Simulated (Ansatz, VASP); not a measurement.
## Ag2IBr in two plane-wave programs

Aim: how closely do two programs agree when they are given the same cell, functional and k mesh? The two relaxations start from unlike cells of this crystal (the structure described is Ansatz's start), so only their ends are compared.

Method: plane waves, with VASP 6.6.1 beside it; relaxation of cell and atoms at revPBE, in Ansatz 0.2.0.

The structure was built from a prototype and need not be the compound's stable phase.

## (1) Starting point

The structure is tetragonal, space group P4mm (No. 99). The conventional cell has a = 4.442 Å, b = 4.442 Å, c = 5.819 Å, α = 90.00°, β = 90.00°, γ = 90.00°. Nearest to I lie 4 Ag at 2.83 Å. Nearest to Ag lie 2 Br at 2.83 Å and 2 I at 2.83 Å and 4 Ag at 3.14 Å. Br has 4 Ag at 2.83 Å nearest. As first built, before any earlier steps moved the atoms (in the runner's words): half of the I replaced by Br in the P4/nmm structure of AgI. Farther neighbours and most contacts between anions are not listed.

## (2) Ansatz: relaxation of cell and atoms, revPBE

Ansatz runs on its default PAW (the set named soft_2) files.

The relaxed volume is the usual yardstick between codes: in a stiff, nearly cubic crystal its relative difference is about their pressure difference at one cell divided by the bulk modulus.

The input, input.yaml:

```yaml
crystal:
  lattice:
    - [4.4421162, 0.0, 0.0]
    - [0.0, 4.4421162, 0.0]
    - [0.0, 0.0, 5.8193662]
  atoms:
    - { symbol: I, position: [0.5, 0.0, 0.3] }
    - { symbol: Ag, position: [0.5, 0.5, 0.0] }
    - { symbol: Ag, position: [0.0, 0.0, 0.0] }
    - { symbol: Br, position: [0.0, 0.5, 0.7] }
kpoints:
  mp_grid: { grid: [5, 5, 4] }
scf:
  occupations: { method: fermi_dirac, width: 0.05 }
hamiltonian:
  xc: revpbe
output:
  forces: true
  stress: true
  write_density: true
  write_potential: true
  elf: true
  volumetric_format: npy
relax:
  f_tol: 0.02
  max_steps: 50
  cell: {}
```

Started as:

```
ansatz run input.yaml --threads 1 --pin off --max-ram 4096MiB --backend cpu --events-out ev --progress --plain --runs-dir out
```

Numbers of over 12 decimals in the logs are rounded to 6 here.

Output:

```text
Engine: ansatz 0.2.0, aarch64-unknown-linux-gnu
Pseudopotentials: kind: paw
Pseudopotential: I, paw, valence charge 17, recommended cutoff 420 eV (normal), I.paw.azcp
Pseudopotential: Ag, paw, valence charge 19, recommended cutoff 420 eV (normal), Ag.paw.azcp
Pseudopotential: Br, paw, valence charge 7, recommended cutoff 420 eV (normal), Br.paw.azcp
Functional definition: revPBE
  parameter kappa = 1.245
  parameter beta = 0.066725
  exchange = pbe_x(kappa = kappa, mu = beta*pi^2/3)
  correlation = pbe_c(beta = beta)
Crystal: 4 atoms, lattice volume = 114.830 Å³
Basis set: ecut = 420 eV, 2267 PW (Γ), exchange–correlation on 60×60×80 points (8 copies of the dense FFT grid, shifted against one another)
Bands: 38, of which v1, the nominal top of the filled ones, is band 31 counted from 1 (30 counted from 0)
Symmetry: 8 space group operations
Space group: P4mm (ITA 99), of the structure as read, at distance tolerance 4.9e-5 Å
k-points: 18 of 100 (time reversal used)
Non-local potential: I, projectors of the file, l = 0: 2, l = 1: 2, l = 2: 2, l = 3: 2
Non-local potential: Ag, projectors of the file, l = 0: 3, l = 1: 2, l = 2: 2, l = 3: 1
Non-local potential: Br, projectors of the file, l = 0: 2, l = 1: 2, l = 2: 2
PAW form: soft (Blöchl's): semilocal exchange-correlation on the pseudo side does not see the compensation charge
PAW frozen core: I, regenerated for the run's functional, and the local potential with it (the file was generated under x = pbe(κ = 0.804, μ = 0.219515), c = pbe(β = 0.066725))
PAW frozen core: Ag, regenerated for the run's functional, and the local potential with it (the file was generated under x = pbe(κ = 0.804, μ = 0.219515), c = pbe(β = 0.066725))
PAW frozen core: Br, regenerated for the run's functional, and the local potential with it (the file was generated under x = pbe(κ = 0.804, μ = 0.219515), c = pbe(β = 0.066725))
PAW one-centre angular grid: I, 590 points (default); XC on 64 Gauss nodes
PAW one-centre angular grid: Ag, 590 points (default); XC on 64 Gauss nodes
PAW one-centre angular grid: Br, 110 points (default); XC on 64 Gauss nodes
Initial density: superposition of atomic densities (neutral atoms: chi_scale 0, normalization atom), corrected by the library's trained network
Initial wavefunctions: pseudopotential atomic-orbital guess
Functional: x = revpbe(κ = 1.245, μ = 0.219515), c = pbe(β = 0.066725)
SCF iter   1: F=—  HF=-25500.642062 eV  |F-HF|=—  |Δ(HF+E_count)|=         —  Δρ=3.07e-3  dr2=1.12e-2  ethr=1.77e-3  ⟨swp⟩=8.1  Hψ=3162  notcnv=0  defer=6
preconditioner: auto → Resta (q_TF=auto, 2.462 Å⁻¹)  ε∞=5.4  [insulator: Δε(μ)=1.295 eV  Ē_g=9.954 eV  σ=0.050 eV  W_gap=1.00  n_scr=28 (ndim 8)  ℏωp=20.8 eV  f_vac=0.133  D(μ)=0.00/eV (n_scr^D=0)  ε∞_Penn≈5.4]
SCF iter   2: F=—  HF=-25500.640438 eV  |F-HF|=—  |Δ(HF+E_count)|=   1.62e-3  Δρ=1.04e-3  dr2=1.11e-3  ethr=1.81e-5  ⟨swp⟩=2.2  Hψ=1203  notcnv=0  defer=20
SCF iter   3: F=—  HF=-25500.640749 eV  |F-HF|=—  |Δ(HF+E_count)|=   3.11e-4  Δρ=5.43e-4  dr2=3.82e-4  ethr=1.79e-6  ⟨swp⟩=2.1  Hψ=896  notcnv=0  defer=20
SCF iter   4: F=—  HF=-25500.640987 eV  |F-HF|=—  |Δ(HF+E_count)|=   2.38e-4  Δρ=1.11e-4  dr2=2.37e-5  ethr=6.16e-7  ⟨swp⟩=2.0  Hψ=977  notcnv=0  defer=20
SCF iter   5: F=—  HF=-25500.640994 eV  |F-HF|=—  |Δ(HF+E_count)|=   7.30e-6  Δρ=3.55e-5  dr2=2.67e-6  ethr=3.83e-8  ⟨swp⟩=2.0  Hψ=977  notcnv=0  defer=20
SCF iter   6: F=—  HF=-25500.641001 eV  |F-HF|=—  |Δ(HF+E_count)|=   6.68e-6  Δρ=9.69e-6  dr2=1.55e-7  ethr=4.30e-9  ⟨swp⟩=2.0  Hψ=977  notcnv=0  defer=20
SCF iter   7: F=-25500.641001 eV  HF=-25500.641001 eV  |F-HF|=5.99e-8  |Δ(HF+E_count)|=   7.72e-7  Δρ=3.56e-6  dr2=1.82e-8  ethr=1.61e-10  ⟨swp⟩=10.0  Hψ=4736  notcnv=0
SCF 1 converged in 7 iterations: F = -25500.641001 eV  dr2 = 1.82e-8
  greatest PAW one-centre occupation: 1.000 electrons in one spin orbital (limit 2), on the Ag atom at site 1 (counted from 0), in its partial waves of l = 0
relax step   1: F+E_penalty+E_count = -25500.64100148 eV  Δ(F+E_penalty+E_count) = +0.000e0 eV  max|allowed force component| = 3.078e-1 eV/Å  Δτ_max = 0.0000 Å  P = +3.336 GPa  Ω = 114.830 Å³  (7 SCF iters, dr2 threshold 1.00e-7 eV, accepted)
[...]
relax step  20: F+E_penalty+E_count = -25500.93440848 eV  Δ(F+E_penalty+E_count) = -5.183e-4 eV  max|allowed force component| = 2.477e-3 eV/Å  Δτ_max = 0.0180 Å  P = +0.004 GPa  Ω = 176.009 Å³  energy of the carried Pulay correction = -1.775e-3 eV  (8 SCF iters, dr2 threshold 7.67e-9 eV, accepted)
[...]
relax step  21: F+E_penalty+E_count = -25500.93587325 eV  Δ(F+E_penalty+E_count) = -1.465e-3 eV  max|allowed force component| = 2.723e-3 eV/Å  Δτ_max = 0.0000 Å  P = +0.006 GPa  Ω = 176.009 Å³  stress off target by 1.67e-2 GPa  SCF on the basis re-selected at this cell (its energy is not comparable with the rows above)  (10 SCF iters)
basis re-selected at this cell: Δ(F+E_penalty+E_count) = -1.465e-3 eV, ΔP = +0.002 GPa vs the last step (what re-selecting the basis moved, of the pressure what is left beyond the Pulay correction that the steps carried, after the strain that the cell walked since its last selection, with what the two solves' SCF thresholds leave and, on support functions, any second-order correction that the steps lacked; it is no measure of the basis error at this ecutwfc). The dense FFT grid was sized anew with the basis: this SCF ran on 32×32×60 points, the steps before it on 32×32×50, so part of this shift can come from that change (see relax.cell in the input reference). [rest of the remark cut]
WARN: The input density's exchange-correlation potential varies sharply where the density is thin. Do not read a vacuum level from v_tot or v_xc, or from such a field of the output density. On a cell that repeats whose density bears no net charge and no dipole along the vacuum's axis use v_es (v_loc + v_h of the components); under efield.dipole_correction with no amplitude use v_es + v_field, which holds any external [...]
SCF converged after 10 iterations
Free energy (F): -25500.935873 eV
Harris-Foulkes:  -25500.935873 eV  (|F-HF|=7.28e-11)
Internal energy: -25500.935873 eV  (E = F + TS)
E sigma→0 (E₀):  -25500.935873 eV
Fermi energy:    3.566301 eV
--- Per-component energies (eV) ---
  E_band       = -1410.632304
  E_kinetic    = 1375.781752
  E_local      = -14177.524340  (includes V_loc(G=0)·N_el)
  E_nonlocal   = 142.819436
  E_hartree    = 6601.045834
  E_xc         = -758.953877
  E_vxc        = -695.349476  (∫ρ·V_xc dr)
  E_paw        = -14894.229289  (= ΣΔE_a)
  E_vpaw       = -1258.452517  (= ΣTr[D̂ρ^β])
  E_aug_tail   = 0.000614  (compensation charges beyond the density's cutoff)
  E_ewald      = -3789.630686
  E_core_change = -0.245316  (= ΣΔE_core)
  E_smearing   = -0.000000  (= −TS)
  E_closure    = 0.000000  (closes the sum)
  Σ components = -25500.935873   (vs F -25500.935873, Δ=0.00e0)
--- Forces (eV/Å), atoms counted from 1 ---
  atom   1  I     -0.00000000     0.00000000    -0.00272262
  atom   2  Ag    -0.00000000    -0.00000000     0.00020494
  atom   3  Ag     0.00000000     0.00000000     0.00020494
  atom   4  Br     0.00000000    -0.00000000     0.00231277
  max |Σ_I F_I| component: 3.51e-8 eV/Å
--- Stress (GPa, compression-positive) ---
        0.000822      -0.000000       0.000000
       -0.000000       0.000822      -0.000000
        0.000000      -0.000000       0.016728
  P = ⅓ Tr σ = 0.0061 GPa (0.061 kbar)
--- Band table (eV; the first three rows and the last of 18) ---
  k-point 0: bands = [... 27 lower, 1.3110, 2.1937, 2.4737, 2.4737, 4.5244, 6.7623, 7.0062, 8.8597, ... 3 higher]
  k-point 1: bands = [... 27 lower, 1.3159, 2.1236, 2.4653, 2.4653, 4.7025, 6.7725, 6.9163, 8.8982, ... 3 higher]
  k-point 2: bands = [... 27 lower, 1.3208, 2.0580, 2.4569, 2.4569, 4.8977, 6.7829, 6.7942, 8.9385, ... 3 higher]
  k-point 17: bands = [... 27 lower, 1.1745, 1.3153, 1.4269, 1.5889, 6.6665, 7.0590, 7.4798, 7.9010, ... 3 higher]
--- Relaxed structure (18 steps of the walk, 17 accepted, 3 SCFs on fresh bases) ---
  F+E_penalty+E_count = -25500.93587325 eV   max|allowed force component| = 2.723e-3 eV/Å   (the final SCF, on the basis selected at the relaxed cell)
  cell:  # Å, volume = 176.0093 Å³
    - [4.667140, 0, 0]
    - [0, 4.667140, 0.0]
    - [0, 0.0, 8.080421]
  atoms:
    - { symbol: I, position: [0.5, 0, 0.213659] }
    - { symbol: Ag, position: [0.5, 0.5, -0.00397817] }
    - { symbol: Ag, position: [0, 0, -0.00397817] }
    - { symbol: Br, position: [0, 0.5, 0.794297] }
```

## (3) VASP: relaxation of cell and atoms, revPBE

Its own start cell and the same functional, mesh and smearing now go to VASP, with its own data sets.

Lines of VASP's logs that name or quote its potential files are left out, and so is its time.

The input, INCAR:

```
SYSTEM = Ag2IBr
PREC = Accurate
ENCUT = 500
EDIFF = 1E-07
NELM = 120
ISMEAR = -1
SIGMA = 0.05
LREAL = .FALSE.
ALGO = Normal
GGA = RE
NBANDS = 24
LASPH = .TRUE.
LORBIT = 11
LWAVE = .FALSE.
LCHARG = .FALSE.
ISIF = 3
IBRION = 2
NSW = 80
EDIFFG = -0.005
GGA_COMPAT = .FALSE.
NELMIN = 4
EFERMI = MIDGAP
KPAR = 2
```

The input, POSCAR:

```
Ag2IBr
1.0
    4.6889927033      0.0000000000      0.0000000000
    0.0000000000      4.6889927033      0.0000000000
    0.0000000000      0.0000000000      7.1550209123
I Ag Br
1 2 1
Direct
    0.5000000000      0.0000000000      0.2378894461
    0.5000000000      0.5000000000      0.9958900632
    0.0000000000      0.0000000000      0.9958900632
    0.0000000000      0.5000000000      0.7703304274
```

The input, KPOINTS:

```
Automatic mesh
0
Gamma
5 5 4
0 0 0
```

The projector-augmented-wave data sets are I, Ag and Br (PBE family, release 64).

Started as:

```
mpirun -np 2 vasp_std
```

Output:

```text
[banner, memory and clock lines left out]
running    2 mpi-ranks, on    1 nodes
 distrk:  each k-point on    1 cores,    2 groups
 distr:  one band on    1 cores,    1 groups

 POSCAR found type information on POSCAR I AgBr
 POSCAR found :  3 types and       4 ions
|                                                                             |
|               ----> ADVICE to this user running VASP <----                  |
|                                                                             |
|     You enforced a specific xc type in the INCAR file but a different       |
|     [... a line on the potential file left out ...]
|     I HOPE YOU KNOW WHAT YOU ARE DOING!                                     |
|                                                                             |

 LDA part: xc-table for (Slater+PW92), standard interpolation
 POSCAR, INCAR and KPOINTS ok, starting setup
 FFT: planning ... GRIDC
 FFT: planning ... GRID_SOFT
 FFT: planning ... GRID
 WAVECAR not read
 entering main loop
       N       E                     dE             d eps       ncg     rms          rms(c)
DAV:   1     0.214555806032E+03    0.21456E+03   -0.15110E+04   864   0.122E+03
DAV:   2     0.365311179946E+01   -0.21090E+03   -0.20281E+03   992   0.247E+02
DAV:   3    -0.872817391867E+01   -0.12381E+02   -0.12307E+02  1072   0.601E+01
DAV:   4    -0.892618389082E+01   -0.19801E+00   -0.19797E+00  1120   0.808E+00
DAV:   5    -0.892755939609E+01   -0.13755E-02   -0.13753E-02  1128   0.693E-01    0.647E+00
DAV:   6    -0.866069686926E+01    0.26686E+00   -0.60022E-01  1016   0.941E+00    0.491E+00
DAV:   7    -0.866928044930E+01   -0.85836E-02   -0.33500E-01   936   0.298E+00    0.207E+00
DAV:   8    -0.866891018925E+01    0.37026E-03   -0.27182E-02   920   0.178E+00    0.463E-01
DAV:   9    -0.866954922878E+01   -0.63904E-03   -0.61917E-03   984   0.781E-01    0.689E-02
DAV:  10    -0.866978927897E+01   -0.24005E-03   -0.32331E-04  1032   0.145E-01    0.445E-02
DAV:  11    -0.866994815414E+01   -0.15888E-03   -0.19925E-04   896   0.102E-01    0.144E-02
DAV:  12    -0.866995226344E+01   -0.41093E-05   -0.14073E-05  1048   0.363E-02    0.129E-02
DAV:  13    -0.866995458145E+01   -0.23180E-05   -0.32892E-06   904   0.171E-02    0.728E-03
DAV:  14    -0.866995505588E+01   -0.47444E-06   -0.17184E-06   920   0.134E-02    0.143E-03
DAV:  15    -0.866995531670E+01   -0.26081E-06   -0.59398E-07   944   0.435E-03    0.209E-03
DAV:  16    -0.866995538588E+01   -0.69188E-07   -0.58125E-08   704   0.150E-03
   1 F= -.86699554E+01 E0= -.86699554E+01  d E =-.866996E+01
[... from here on, the cycles between the ionic steps are left out ...]
   2 F= -.86703885E+01 E0= -.86703885E+01  d E =-.433125E-03
  24 F= -.86804909E+01 E0= -.86804909E+01  d E =-.252378E-04
  25 F= -.86804950E+01 E0= -.86804950E+01  d E =-.293505E-04
  26 F= -.86805138E+01 E0= -.86805138E+01  d E =-.187906E-04
  27 F= -.86805161E+01 E0= -.86805161E+01  d E =-.211221E-04
  28 F= -.86805221E+01 E0= -.86805221E+01  d E =-.597352E-05
  29 F= -.86805241E+01 E0= -.86805241E+01  d E =-.791509E-05
  30 F= -.86805230E+01 E0= -.86805230E+01  d E =-.686830E-05
  31 F= -.86805349E+01 E0= -.86805349E+01  d E =-.119006E-04
  32 F= -.86805466E+01 E0= -.86805466E+01  d E =-.235936E-04
 curvature:  -2.67 expect dE=-0.302E-04 dE for cont linesearch -0.847E-07
 trial: gam= 0.89298 g(F)=  0.501E-05 g(S)=  0.629E-05 ort = 0.668E-06 (trialstep = 0.113E+01)
 search vector abs. value=  0.237E-04
 bond charge predicted
       N       E                     dE             d eps       ncg     rms          rms(c)
DAV:   1    -0.868058760263E+01   -0.40961E-04   -0.40584E-03   864   0.371E-01    0.444E-02
DAV:   2    -0.868055980645E+01    0.27796E-04   -0.12766E-04  1016   0.958E-02    0.172E-02
DAV:   3    -0.868055550867E+01    0.42978E-05   -0.70171E-06  1016   0.168E-02    0.104E-02
DAV:   4    -0.868055515787E+01    0.35080E-06   -0.27868E-06   968   0.107E-02    0.298E-03
DAV:   5    -0.868055532905E+01   -0.17118E-06   -0.20806E-07   848   0.357E-03    0.247E-03
DAV:   6    -0.868055540086E+01   -0.71805E-07   -0.44352E-08   656   0.124E-03
  33 F= -.86805554E+01 E0= -.86805554E+01  d E =-.880252E-05
 trial-energy change:   -0.000009  1 .order   -0.000009   -0.000013   -0.000005
 step:   1.7303(harm=  1.7303)  dis= 0.00060  next Energy=    -8.680557 (dE=-0.103E-04)
 reached required accuracy - stopping structural energy minimisation
```

(Part 1 of 2 ends here.)

[Lines on the potential files, build, host, timing and source positions are cut from VASP's logs without a mark.]

[Logs are printed without paths, hosts, clocks, repeated set-up lines and the standing remarks that a program may print on its own settings, such as how far it seeks lower states.]

[Hosts, paths, dates, database ids (printed as entryN), source tags and the programs' standing remarks are cut or masked in the printed files.]
